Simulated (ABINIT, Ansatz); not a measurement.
# CdS (Greenockite): bands and cutoff in G0W0 with ABINIT

Aim: raise bands and screening cutoff together for CdS (Greenockite) and follow gap and time.

Method: PBE and many-body steps on it, plane waves, in ABINIT 10.8.3.

The database entry behind the starting cell differs from later determinations by our own check (about 0.35 % long), so it need not match the best structure at ambient conditions.

### Step 1. The structure

It takes space group P6_3mc (No. 186, hexagonal). Conventional cell: a = 4.150 Å, b = 4.150 Å, c = 6.737 Å, α = 90.00°, β = 90.00°, γ = 120.00°. Nearest to Cd lie 4 S at 2.53 to 2.54 Å. Nearest to S lie 4 Cd at 2.53 to 2.54 Å. Farther neighbours and most contacts between anions are not listed.

The cell and positions come from the Crystallography Open Database and are kept as given unless a step says otherwise.

### Step 2. Empty states on the mesh, 3×3×2 mesh, 475 bands

This step: ABINIT 10.8.3; DFT, PBE, plane waves, norm-conserving pseudopotentials.

The sums over transitions need many empty states on a uniform mesh; this step solves for them.

The input, run.abi:

```
acell 3*1.0 Angstrom
rprim 
  4.149999999997 0.000000000001 0.000000000000
  -2.074999999999 3.594005425702 0.000000000000
  0.000000000000 0.000000000000 6.737000000000
ntypat 2
znucl 48 16
natom 4
typat 1 1 2 2
xred 
  0.333333333333 0.666666666667 0.000000000000
  0.666666666667 0.333333333333 0.500000000000
  0.333333333333 0.666666666667 0.375000000000
  0.666666666667 0.333333333333 0.875000000000
pp_dirpath "pseudos"
pseudos "Cd.upf, S.upf"
ecut 47
ngkpt 3 3 2
nshiftk 1
shiftk 0 0 0
kptopt 1
chksymbreak 0
iscf -2
irdden 1
istwfk *1
nband 475
nbdbuf 42
tolwfr 1e-09
nstep 60
prtvol 0
indata_prefix "in"
outdata_prefix "out"
tmpdata_prefix "tmp"
```

Run with:

```bash
$ OMP_NUM_THREADS=1 mpirun -n 4 abinit run.abi > log
```

Numbers of over 12 decimals in the logs are rounded to 6 here.

The log of the run:

```text
.Version 10.8.3 of ABINIT. v10.8.2 released Aug 2026.

 Symmetries : space group P6_3 m c (#186); Bravais hP (primitive hexag.)
[... echo of the input left out ...]
== DATASET  1 ==================================================================
-   mpi_nproc: 4, omp_nthreads: 1 (-1 if OMP is not activated)

--- !DatasetInfo
iteration_state: {dtset: 1, }
dimensions: {natom: 4, nkpt: 6, mband: 475, nsppol: 1, nspinor: 1, nspden: 1, mpw: 10458, }
cutoff_energies: {ecut:  47.0, pawecutdg:  -1.0, }
[...]
5.52785    5.53473    5.53647    5.53656    5.53992    5.54979    5.54984    5.55011
   5.55674    5.57868    5.57896    5.59237    5.60966    5.61147    5.61666    5.62273
   5.63093    5.63437    5.63856
 prteigrs : prtvol=0 or 1, do not print more k-points.

== END DATASET(S) ==============================================================
================================================================================

 -outvars: echo values of variables after computation  --------
            nband         475
             nkpt           6
          spgroup         186
 [... the other variables as echoed above ...]

 Calculation completed.
```

The job ended after 18 min (4 MPI ranks of Arm Neoverse V1, shared host; peak memory 0.84 GiB).

Numbers from this step:

```yaml
gap: 1.175 eV
k_of_the_valence_top: 0, 0, 0
k_of_the_conduction_bottom: 0, 0, 0
least_direct_gap: 1.175 eV
k_points_computed: 6
lowest_point_of_the_top_converged_band_above_the_valence_top: 138.5805 eV
```

On this mesh the gap is 1.175 eV.

The density comes from a self-consistent run that is not shown.

### Step 3. Screening, 3×3×2 mesh, 76 bands, screening to 76.2 eV

The RPA dielectric matrix is built and inverted for each q.

This step: RPA screening on PBE, plane waves, norm-conserving pseudopotentials.

run.abi: that of step 2 with these lines changed.

```diff
@@ -22,10 +22,11 @@
 chksymbreak 0
-iscf -2
-irdden 1
 istwfk *1
-nband 475
-nbdbuf 42
-tolwfr 1e-09
-nstep 60
-prtvol 0
+occopt 1
+irdwfk 1
+optdriver 3
+nband 76
+ecuteps 2.8
+inclvkb 2
+awtr 1
+symchi 1
 indata_prefix "in"
```

The log of the run:

```text
.Version 10.8.3 of ABINIT. v10.8.2 released Aug 2026.

 Symmetries : space group P6_3 m c (#186); Bravais hP (primitive hexag.)
[... echo of the input left out ...]
== DATASET  1 ==================================================================
-   mpi_nproc: 4, omp_nthreads: 1 (-1 if OMP is not activated)

--- !DatasetInfo
iteration_state: {dtset: 1, }
dimensions: {natom: 4, nkpt: 6, mband: 76, nsppol: 1, nspinor: 1, nspden: 1, mpw: 10458, }
cutoff_energies: {ecut:  47.0, pawecutdg:  -1.0, }
electrons: {nelect:   5.20000000E+01, charge:   0.00000000E+00, occopt:   1.00000000E+00, tsmear:   1.00000000E-02, }

 SCREENING: Calculation of the susceptibility and dielectric matrices

 Based on a program developped by R.W. Godby, V. Olevano, G. Onida, and L. Reining.
 Incorporated in ABINIT by V. Olevano, G.-M. Rignanese, and M. Torrent.
.Using double precision arithmetic ; gwpc =  8

[... cell and pseudopotentials left out ...]
--------------------------------------------------------------------------------

 ==== K-mesh for the wavefunctions ====
 Number of points in the irreducible wedge :     6
[... list of points left out ...]
 Together with 12 symmetry operations and time-reversal symmetry
 yields    18 points in the full Brillouin Zone.

 ==== Q-mesh for the screening function ====
 Number of points in the irreducible wedge :     6
[... list of points left out ...]
 Together with 12 symmetry operations and time-reversal symmetry
 yields    18 points in the full Brillouin Zone.

 setmesh: FFT mesh size selected  =    25x   25x   50
          total number of points  =        31250

 vcoul_init : cutoff-mode = AUXILIARY_FUNCTION
 q-points for optical limit:   1
     1)      0.000010    0.000020    0.000030

- screening: taking advantage of time-reversal symmetry
- Maximum band index for partially occupied states nbvw = 26
- Remaining bands to be divided among processors   nbcw = 50
- Number of bands treated by each node ~12

 Number of electrons calculated from density =   52.0000; Expected =   52.0000
 average of density, n =  0.076686
 r_s =    1.4602
 omega_plasma =   26.7124 [eV]

 calculating chi0 at frequencies [eV] :
  1    0.000000E+00    0.000000E+00
  2    0.000000E+00    2.671236E+01

--------------------------------------------------------------------------------
  q-point number  1        q = ( 0.000000, 0.000000, 0.000000) [r.l.u.]
--------------------------------------------------------------------------------
[... chi0 elements left out ...]
 For q-point:  0.000010 0.000020 0.000030
  dielectric constant =  13.9104
  dielectric constant without local fields =  14.6500

  Average fulfillment of the sum rule on Im[epsilon] for q-point    1 :     33.66  [%]
[... wings left out ...]
  q-point number  2        q = ( 0.333333, 0.000000, 0.000000) [r.l.u.]
--------------------------------------------------------------------------------
[... chi0 elements left out ...]
  Average fulfillment of the sum rule on Im[epsilon] for q-point    2 :     38.24  [%]

 [... 4 further q-points ...]
```

Run time: 24 s. Hardware: 4 MPI ranks; peak memory 1.1 GiB.

This step gave:

| Quantity | Value |
| --- | --- |
| ε∞ with local fields, on this mesh, along the program's q direction | 13.91 |
| the same without local fields | 14.65 |
| plasma frequency | 26.71 eV |
| plane waves in the screening matrix | 135 |

Local fields lower ε∞ by 5 %. On a Γ-centred mesh this coarse the value itself is usually too large, while a short band sum pulls it down.

### Step 4. 76 bands, 76.2 eV

The self-energy is evaluated for the states that the input lists, and the levels follow from it, in one-shot runs by the linearised quasiparticle equation.

This step: G0W0 on PBE, plane waves, norm-conserving pseudopotentials.

run.abi: that of step 3 with these lines changed.

```diff
@@ -25,8 +25,15 @@
 irdwfk 1
-optdriver 3
+optdriver 4
 nband 76
+gwcalctyp 0
+ecutsigx 47
+symsigma 1
+nkptgw 1
+kptgw 
+  0.0000000000 0.0000000000 0.0000000000
+bdgw 
+  25 28
 ecuteps 2.8
-inclvkb 2
-awtr 1
-symchi 1
+irdscr 1
+ppmodel 1
 indata_prefix "in"
```

The log of the run:

```text
.Version 10.8.3 of ABINIT. v10.8.2 released Aug 2026.

 Symmetries : space group P6_3 m c (#186); Bravais hP (primitive hexag.)
[... echo of the input left out ...]
== DATASET  1 ==================================================================
-   mpi_nproc: 4, omp_nthreads: 1 (-1 if OMP is not activated)

--- !DatasetInfo
iteration_state: {dtset: 1, }
dimensions: {natom: 4, nkpt: 6, mband: 76, nsppol: 1, nspinor: 1, nspden: 1, mpw: 10458, }
cutoff_energies: {ecut:  47.0, pawecutdg:  -1.0, }
electrons: {nelect:   5.20000000E+01, charge:   0.00000000E+00, occopt:   1.00000000E+00, tsmear:   1.00000000E-02, }

 SIGMA: Calculation of the GW corrections

 Based on a program developped by R.W. Godby, V. Olevano, G. Onida, and L. Reining.
 Incorporated in ABINIT by V. Olevano, G.-M. Rignanese, and M. Torrent.
.Using double precision arithmetic ; gwpc =  8

[... cell and pseudopotentials left out ...]
--------------------------------------------------------------------------------

 ==== K-mesh for the wavefunctions ====
 Number of points in the irreducible wedge :     6
[... list of points left out ...]
 Together with 12 symmetry operations and time-reversal symmetry
 yields    18 points in the full Brillouin Zone.

 ==== Q-mesh for screening function ====
 Number of points in the irreducible wedge :     6
[... list of points left out ...]
 Together with 12 symmetry operations and time-reversal symmetry
 yields    18 points in the full Brillouin Zone.

 vcoul_init : cutoff-mode = AUXILIARY_FUNCTION
 q-points for optical limit:   1
     1)      0.000010    0.000020    0.000030
 setmesh: FFT mesh size selected  =    45x   45x   80
          total number of points  =       162000

 Number of electrons calculated from density =   52.0000; Expected =   52.0000
 average of density, n =  0.076686
 r_s =    1.4602
 omega_plasma =   26.7124 [eV]

 === KS Band Gaps ===
  >>>> For spin  1
   Minimum direct gap =   1.1750 [eV], located at k-point      :   0.0000  0.0000  0.0000
   Fundamental gap    =   1.1750 [eV], Top of valence bands at :   0.0000  0.0000  0.0000
                                       Bottom of conduction at :   0.0000  0.0000  0.0000
 SIGMA fundamental parameters:
 PLASMON POLE MODEL  1
 number of plane-waves for SigmaX                10383
 number of plane-waves for SigmaC and W            135
 number of plane-waves for wavefunctions         10383
 number of bands                                    76
 number of independent spin polarizations            1
 number of spinorial components                      1
 number of k-points in IBZ                           6
 number of q-points in IBZ                           6
 number of symmetry operations                      12
 number of k-points in BZ                           18
 number of q-points in BZ                           18
 number of frequencies for dSigma/dE                 9
 frequency step for dSigma/dE [eV]                0.25
 number of omega for Sigma on real axis              0
 max omega for Sigma on real axis  [eV]           0.00
 zcut for avoiding poles [eV]                     0.10

 EPSILON^-1 parameters (SCR file):
 dimension of the eps^-1 matrix on file            135
 dimension of the eps^-1 matrix used               135
 number of plane-waves for wavefunctions         10383
 number of bands                                    76
 number of q-points in IBZ                           6
 number of frequencies                               2
 number of real frequencies                          1
 number of imag frequencies                          1

 matrix elements of self-energy operator (all in [eV])

 Perturbative Calculation

--- !SelfEnergy_ee
iteration_state: {dtset: 1, }
kpoint     : [   0.000,    0.000,    0.000, ]
spin       : 1
KS_gap     :    1.175
QP_gap     :    2.056
Delta_QP_KS:    0.881
data: !SigmaeeData |
     Band     E0 <VxcDFT>   SigX SigC(E0)      Z dSigC/dE  Sig(E)    E-E0       E
       25   4.259 -15.271 -18.229   2.786   0.786  -0.272 -15.406  -0.135   4.124
       26   4.259 -15.271 -18.229   2.786   0.786  -0.272 -15.406  -0.135   4.124
       27   5.434 -10.670  -6.577  -3.177   0.814  -0.229  -9.924   0.745   6.179
       28   7.023 -11.014  -6.546  -3.351   0.816  -0.226 -10.103   0.911   7.934

== END DATASET(S) ==============================================================
================================================================================

 -outvars: echo values of variables after computation  --------
           etotal      0.0000000000E+00
            nband          76
             nkpt           6
          spgroup         186
 [... the other variables as echoed above ...]

 Calculation completed.
```

The job ended after 4.4 s (4 MPI ranks; peak memory 0.9 GiB).

This step gave:

- G0W0 gap on the points computed: 2.055 eV
- starting gap on the mesh: 1.175 eV
- k of the valence top: 0, 0, 0
- k of the conduction bottom: 0, 0, 0
- Z at the valence top: 0.786
- Z at the conduction bottom: 0.814
- least direct G0W0 gap on the computed points: 2.055 eV

The gap on the mesh goes from 1.18 eV to 2.06 eV, a correction of +0.88 eV.

### Step 5. Screening, 3×3×2 mesh, 192 bands, screening to 141.5 eV

This step: RPA screening on PBE, plane waves, norm-conserving pseudopotentials.

run.abi: that of step 4 with these lines changed.

```diff
@@ -25,15 +25,8 @@
 irdwfk 1
-optdriver 4
-nband 76
-gwcalctyp 0
-ecutsigx 47
-symsigma 1
-nkptgw 1
-kptgw 
-  0.0000000000 0.0000000000 0.0000000000
-bdgw 
-  25 28
-ecuteps 2.8
-irdscr 1
-ppmodel 1
+optdriver 3
+nband 192
+ecuteps 5.2
+inclvkb 2
+awtr 1
+symchi 1
 indata_prefix "in"
```

The log of the run:

```text
.Version 10.8.3 of ABINIT. v10.8.2 released Aug 2026.

 Symmetries : space group P6_3 m c (#186); Bravais hP (primitive hexag.)
[... echo of the input left out ...]
== DATASET  1 ==================================================================
-   mpi_nproc: 4, omp_nthreads: 1 (-1 if OMP is not activated)

--- !DatasetInfo
iteration_state: {dtset: 1, }
dimensions: {natom: 4, nkpt: 6, mband: 192, nsppol: 1, nspinor: 1, nspden: 1, mpw: 10458, }
cutoff_energies: {ecut:  47.0, pawecutdg:  -1.0, }
electrons: {nelect:   5.20000000E+01, charge:   0.00000000E+00, occopt:   1.00000000E+00, tsmear:   1.00000000E-02, }

 SCREENING: Calculation of the susceptibility and dielectric matrices

 Based on a program developped by R.W. Godby, V. Olevano, G. Onida, and L. Reining.
 Incorporated in ABINIT by V. Olevano, G.-M. Rignanese, and M. Torrent.
.Using double precision arithmetic ; gwpc =  8

[... cell and pseudopotentials left out ...]
--------------------------------------------------------------------------------

 ==== K-mesh for the wavefunctions ====
 Number of points in the irreducible wedge :     6
[... list of points left out ...]
 Together with 12 symmetry operations and time-reversal symmetry
 yields    18 points in the full Brillouin Zone.

 ==== Q-mesh for the screening function ====
 Number of points in the irreducible wedge :     6
[... list of points left out ...]
 Together with 12 symmetry operations and time-reversal symmetry
 yields    18 points in the full Brillouin Zone.

 setmesh: FFT mesh size selected  =    27x   27x   54
          total number of points  =        39366

 vcoul_init : cutoff-mode = AUXILIARY_FUNCTION
 q-points for optical limit:   1
     1)      0.000010    0.000020    0.000030

- screening: taking advantage of time-reversal symmetry
- Maximum band index for partially occupied states nbvw = 26
- Remaining bands to be divided among processors   nbcw = 166
- Number of bands treated by each node ~41

 Number of electrons calculated from density =   52.0000; Expected =   52.0000
 average of density, n =  0.076686
 r_s =    1.4602
 omega_plasma =   26.7124 [eV]

 calculating chi0 at frequencies [eV] :
  1    0.000000E+00    0.000000E+00
  2    0.000000E+00    2.671236E+01

--------------------------------------------------------------------------------
  q-point number  1        q = ( 0.000000, 0.000000, 0.000000) [r.l.u.]
--------------------------------------------------------------------------------
[... chi0 elements left out ...]
 For q-point:  0.000010 0.000020 0.000030
  dielectric constant =  13.9192
  dielectric constant without local fields =  14.7289

  Average fulfillment of the sum rule on Im[epsilon] for q-point    1 :     64.80  [%]
[... wings left out ...]
  q-point number  2        q = ( 0.333333, 0.000000, 0.000000) [r.l.u.]
--------------------------------------------------------------------------------
[... chi0 elements left out ...]
  Average fulfillment of the sum rule on Im[epsilon] for q-point    2 :     69.22  [%]

 [... 4 further q-points ...]
```

It took 94 s on 4 MPI ranks; peak memory 1.7 GiB; 6.3 min of CPU time.

Numbers from this step:

| Quantity | Value |
| --- | --- |
| ε∞ with local fields, on this mesh, along the program's q direction | 13.92 |
| the same without local fields | 14.73 |
| plasma frequency | 26.71 eV |
| plane waves in the screening matrix | 379 |

[end of part 1 of 2]

[Paths, hosts, dates, memory and timing lines, banners, echoed tables and standing remarks are left out of the program output.]

[Logs are printed without paths, hosts, clocks, repeated set-up lines and the standing remarks that a program may print on its own settings, such as how far it seeks lower states.]

[Runs of the session that timed out or met a known fault of the program may be left out.]

[Hosts, paths, dates, database ids (printed as entryN), source tags and the programs' standing remarks are cut or masked in the printed files.]

[G0W0 gaps are taken among the corrected bands and points alone; a level outside them can change the order at an edge.]

[Where Ansatz stands beside ABINIT at settings called matched, ABINIT's density can come from a denser mesh and the files from another edition; pairs whose starting gaps differed by over 0.03 eV were left out, so agreement reads better than it is.]
